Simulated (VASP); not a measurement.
# VASP 6.6.1 run: GaN

INCAR

```
IMIX = 1
ISMEAR = -1
GGA = PE
BMIX = 0.0001
SIGMA = 0.02
PREC = Accurate
ISIF = 2
LCHARG = .FALSE.
NBANDS = 16
NELM = 64
NSW = 0
LWAVE = .FALSE.
IBRION = -1
LREAL = .FALSE.
AMIX = 1.5
LASPH = .TRUE.
EDIFF = 1E-7
ENCUT = 520
```

KPOINTS

```
KPOINTS created by Atomic Simulation Environment
0
Gamma
10 10 10
0 0 0
```

POSCAR

```
Ga N
 1.0000000000000000
    -0.0186955017000000    2.0898197332000001    2.0898197332000001
     2.0898197332000001   -0.0186955017000000    2.0898197332000001
     2.0898197332000001    2.0898197332000001   -0.0186955017000000
 Ga  N
   1   1
Cartesian
  0.0000000000000000  0.0000000000000000  0.0000000000000000
  2.0804719823500002  2.0804719823500002  2.0804719823500002
```

The recommended PBE PAW datasets give the neutral cell 18 valence electrons.

Command

```
mpirun -np 1 vasp_std
```

OSZICAR

```
N       E                     dE             d eps       ncg     rms          rms(c)
DAV:   1     0.724577928124E+02    0.72458E+02   -0.93148E+03  4360   0.214E+03
DAV:   2    -0.880475521776E+01   -0.81263E+02   -0.76119E+02  4264   0.317E+02
DAV:   3    -0.129783223634E+02   -0.41736E+01   -0.41606E+01  4240   0.622E+01
DAV:   4    -0.130136085621E+02   -0.35286E-01   -0.35283E-01  4672   0.599E+00
DAV:   5    -0.130140272940E+02   -0.41873E-03   -0.41873E-03  4320   0.594E-01    0.741E+00
DAV:   6    -0.291156506007E+02   -0.16102E+02   -0.82663E+01  5184   0.176E+02    0.231E+01
DAV:   7    -0.167650399563E+03   -0.13853E+03   -0.66204E+02  5336   0.283E+02    0.725E+01
DAV:   8    -0.147666217845E+04   -0.13090E+04   -0.87335E+03  4368   0.234E+03    0.127E+02
DAV:   9    -0.369939185556E+04   -0.22227E+04   -0.35474E+04  6240   0.711E+02    0.280E+02
DAV:  10    -0.773693177167E+04   -0.40375E+04   -0.80113E+04  6480   0.116E+03    0.377E+02
...
DAV:  56    -0.109126221378E+05   -0.57488E+03   -0.96181E+04  6568   0.122E+03    0.328E+02
DAV:  57    -0.103290532079E+05    0.58357E+03   -0.73121E+04  5816   0.912E+02    0.329E+02
DAV:  58    -0.109467922895E+05   -0.61774E+03   -0.96775E+04  6600   0.122E+03    0.330E+02
DAV:  59    -0.103366756739E+05    0.61012E+03   -0.73330E+04  5832   0.906E+02    0.329E+02
DAV:  60    -0.109408252034E+05   -0.60415E+03   -0.96357E+04  6584   0.122E+03    0.328E+02
DAV:  61    -0.103421575267E+05    0.59867E+03   -0.72900E+04  5776   0.914E+02    0.328E+02
DAV:  62    -0.109250037159E+05   -0.58285E+03   -0.96362E+04  6600   0.121E+03    0.328E+02
DAV:  63    -0.103278620912E+05    0.59714E+03   -0.73079E+04  5760   0.911E+02    0.328E+02
DAV:  64    -0.109123833549E+05   -0.58452E+03   -0.96272E+04  6592   0.122E+03
   1 F= -.10912383E+05 E0= -.10912383E+05  d E =-.595255E-20
```

Standard output (part)

```
POSCAR found type information on POSCAR GaN
 POSCAR found :  2 types and       2 ions
 LDA part: xc-table for (Slater+PW92), standard interpolation
 POSCAR, INCAR and KPOINTS ok, starting setup
 WAVECAR not read
 entering main loop
|     The electronic self-consistency was not achieved in the given           |
|     number of steps (NELM). The forces and other quantities evaluated       |
|     might not be reliable so examine the results carefully. If you find     |
|     spurious results, we suggest increasing NELM, if you were close to      |
|     convergence or switching to a different ALGO or adjusting the           |
|     density mixing parameters otherwise.                                    |
```

It didn't converge.

Why shouldn't this run be trusted?

Mixing far too strong. It didn't converge.
